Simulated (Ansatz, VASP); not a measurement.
Given: the input of a run of VASP 6.6.1 on Ga.

INCAR

```
PREC = Accurate
ENCUT = 520
EDIFF = 1E-7
ISMEAR = -1
SIGMA = 0.05
LREAL = F
LASPH = T
NELM = 100
ALGO = Normal
ISIF = 2
LWAVE = F
LCHARG = F
GGA = PE
NBANDS = 12
```

The input KPOINTS:

```
regular mesh
0
Gamma
  13 13 13
```

The input POSCAR:

```
Ga
1.0
   -1.3751071731      1.3751071731      2.2957117997
    1.3751071731     -1.3751071731      2.2957117997
    1.3751071731      1.3751071731     -2.2957117997
Ga
1
Direct
    0.0000000000      0.0000000000      0.0000000000
```

Potentials or basis: VASP PAW PBE potentials, release 64 (Ga_d).

Command:

```console
$ cat potpaw_PBE.64/Ga_d/POTCAR > POTCAR
$ mpirun -np 1 vasp_std > vasp.out
```

Question: Set up the same calculation for Ansatz 0.2.0. Potentials there: Ansatz PAW.

Answer: As run (the cutoff follows the program's own potentials):

input.yaml

```yaml
crystal:
  lattice:
    - [-1.3751071731, 1.3751071731, 2.2957117997]
    - [1.3751071731, -1.3751071731, 2.2957117997]
    - [1.3751071731, 1.3751071731, -2.2957117997]
  atoms:
    - { symbol: Ga, position: [0.0, 0.0, 0.0] }
hamiltonian:
  xc: pbe
  pseudopotentials: { kind: paw }
kpoints:
  mp_grid: { grid: [13, 13, 13] }
scf:
  occupations: { method: fermi_dirac, width: 0.05 }
output:
  forces: true
  stress: true
  eigenvalues: true
```

Potentials or basis: Ansatz PAW.

The run is started by

```console
$ ansatz run input.yaml --threads 1 --pin off --max-ram 3584MiB --backend cpu --events-out ev --progress --plain --runs-dir out
```

Both were run:

|  | VASP | Ansatz | Ansatz less VASP |
| --- | --- | --- | --- |
| gap on the k mesh at the Fermi level (eV) | none | none | - |
| pressure (GPa) | 5.0 | 4.9 | -0.11 |
| largest component of the traceless stress (GPa) | 0.48 | 0.44 | -0.040 |

A gap of «none» marks a metal or a gap that the smearing closes.
